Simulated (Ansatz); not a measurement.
Input and output of a one-shot G0W0 calculation on MgSe built on the rocksalt prototype (Ansatz, G0W0@PBE with 435 empty bands, a screening cutoff of 260 eV and a 6×6×6 mesh). The cell was relaxed beforehand with r2SCAN.

Input (YAML):
```yaml
crystal:
  lattice:
    - [0.0, 2.7362693767, 2.7362693767]
    - [2.7362693767, 0.0, 2.7362693767]
    - [2.7362693767, 2.7362693767, 0.0]
  atoms:
    - { symbol: Mg, position: [0.0, 0.0, 0.0] }
    - { symbol: Se, position: [0.5, 0.5, 0.5] }
kpoints:
  mp_grid: { grid: [6, 6, 6] }
hamiltonian:
  xc: pbe
scf:
  occupations: { method: fixed }
gw:
  n_empty_bands: 435
  ecut_chi: 260
  qp_bands: [v2, c2]
  qp_kpoints: band_edges
  screening: { model: contour_deformation }
```

Wall time 20 s on 1 × NVIDIA H100 80GB HBM3 with 1 thread of AMD EPYC 7R13 Processor (Zen 3), with other jobs on the host, load about 2.1 per core; peak host memory 1.8 GiB.

Abridged output:
```
Pseudopotential: Mg, paw, valence charge 10, recommended cutoff 420 eV (normal)
Pseudopotential: Se, paw, valence charge 16, recommended cutoff 420 eV (normal)
Functional definition: PBE
Crystal: 2 atoms, lattice volume = 40.974 Å³
Basis set: ecut = 420 eV, 821 PW (Γ)
Bands: 17, of which v1, the nominal top of the filled ones, is band 13 counted from 1 (12 counted from 0)
Symmetry: 48 space group operations
Space group: Fm-3m (ITA 225)
k-points: 16 of 216
SCF 1 converged in 6 iterations: F = -7395.355551 eV  dr2 = 1.20e-9
SCF converged after 6 iterations
Free energy (F): -7395.355551 eV
Fermi energy:    7.616343 eV
--- G₀W₀: contour deformation, 7 samples at zero and on the imaginary axis and 2 off it, 216 q-points, 435 empty bands' worth ---
    ik  band        ε_KS         Σx   Σc(E_QP)       V_xc       Z   E_QP_lin       E_QP  E_QP is
     0    12      7.6163   -17.6485     1.4390   -15.1439  0.7773     6.5367     6.5508  root
     0    13      7.6163   -17.6485     1.4390   -15.1439  0.7773     6.5367     6.5508  root
     0    14     10.1434    -8.8058    -3.9700   -13.0290  0.8048    10.3972    10.3967  root
     0    15     15.0421    -4.6883    -4.5018    -9.3969  0.7845    15.2497    15.2490  root
     1    12      7.4521   -17.4975     1.4887   -14.9333  0.7763     6.3620     6.3767  root
     1    13      7.4521   -17.4975     1.4887   -14.9333  0.7763     6.3620     6.3767  root
     1    14     11.4523    -8.5989    -4.0860   -12.9152  0.7982    11.6833    11.6827  root
     1    15     14.7408    -5.7638    -4.5891   -10.5432  0.7789    14.9318    14.9312  root
     2    12      7.1699   -17.3074     1.5843   -14.6284  0.7742     6.0593     6.0754  root
     2    13      7.1699   -17.3074     1.5843   -14.6284  0.7742     6.0593     6.0754  root
     2    14     11.6141    -6.5863    -4.0470   -10.8318  0.8029    11.8130    11.8126  root
     2    15     14.1658    -5.6972    -4.4938   -10.4870  0.7801    14.4631    14.4619  root
     3    12      7.0465   -17.2430     1.6262   -14.5135  0.7733     5.9265     5.9432  root
     3    13      7.0465   -17.2430     1.6262   -14.5135  0.7733     5.9265     5.9432  root
     3    14     11.4361    -6.3525    -3.9735   -10.5071  0.8048    11.6176    11.6172  root
     3    15     13.7183    -5.8140    -4.3869   -10.5036  0.7838    14.0224    14.0211  root
     6    12      5.9845   -16.4237     1.9148   -13.4102  0.7641     4.8654     4.8858  root
     6    13      6.6804   -17.0179     1.7403   -14.1699  0.7703     5.5548     5.5728  root
     6    14     11.8921    -6.2611    -4.1057   -10.6068  0.7973    12.1328    12.1321  root
     6    15     13.4077    -7.0209    -4.4139   -11.6699  0.7841    13.6436    13.6428  root
     8    12      6.3567   -16.6163     1.8256   -13.6932  0.7676     5.2403     5.2593  root
     8    13      7.4234   -17.4691     1.4935   -14.8922  0.7761     6.3251     6.3401  root
     8    14     12.6937    -7.9643    -4.3836   -12.6119  0.7902    12.9586    12.9577  root
     8    15     14.2750    -6.4291    -4.7323   -11.4583  0.7711    14.5731    14.5719  root
     9    12      6.2061   -16.8784     1.9224   -13.8379  0.7653     5.0677     5.0880  root
     9    13      6.2061   -16.8784     1.9224   -13.8379  0.7653     5.0677     5.0880  root
     9    14     10.5125    -6.9725    -3.8629   -11.0899  0.7999    10.7676    10.7670  root
     9    15     12.1293    -4.5411    -3.9636    -8.6106  0.8058    12.2354    12.2352  root
    10    12      5.2108   -16.1709     2.2119   -12.8599  0.7537     4.0861     4.1117  root
    10    13      6.1030   -16.8419     1.9520   -13.7680  0.7644     4.9602     4.9810  root
    10    14     10.4012    -6.9310    -3.8020   -10.9626  0.8008    10.6312    10.6307  root
    10    15     12.8195    -5.4105    -4.1304    -9.6721  0.7975    12.9509    12.9507  root
    12    12      5.8631   -16.8079     2.0435   -13.6360  0.7616     4.7126     4.7347  root
    12    13      5.8631   -16.8079     2.0435   -13.6360  0.7616     4.7126     4.7347  root
    12    14      9.4179    -7.0161    -3.6137   -10.8582  0.8038     9.6467     9.6463  root
    12    15     11.6152    -4.6155    -3.8610    -8.5677  0.8080    11.7064    11.7063  root
```

The points are ik 0 = (0, 0, 0) (Γ), ik 1 = (0, 0, 1/6), ik 2 = (0, 0, 1/3), ik 3 = (0, 0, -1/2), ik 6 = (0, 1/6, -1/2), ik 8 = (0, 1/6, -1/6), ik 9 = (0, 1/3, 1/3), ik 10 = (0, 1/3, -1/2), ik 12 = (0, -1/2, -1/2); band 13 is the last filled one.

Over the mesh points the PBE gap of 1.80 eV becomes a quasiparticle gap of 3.10 eV (Γ to k = (0, -1/2, -1/2)), a change of +1.30 eV. Renormalisation factors Z lie between 0.75 and 0.81. The G0W0 figures hold for the stated bands, cutoff and mesh and aren't extrapolated.

Spin-unpolarised throughout; all numbers are computed.

The runs are scalar-relativistic, without spin-orbit coupling.
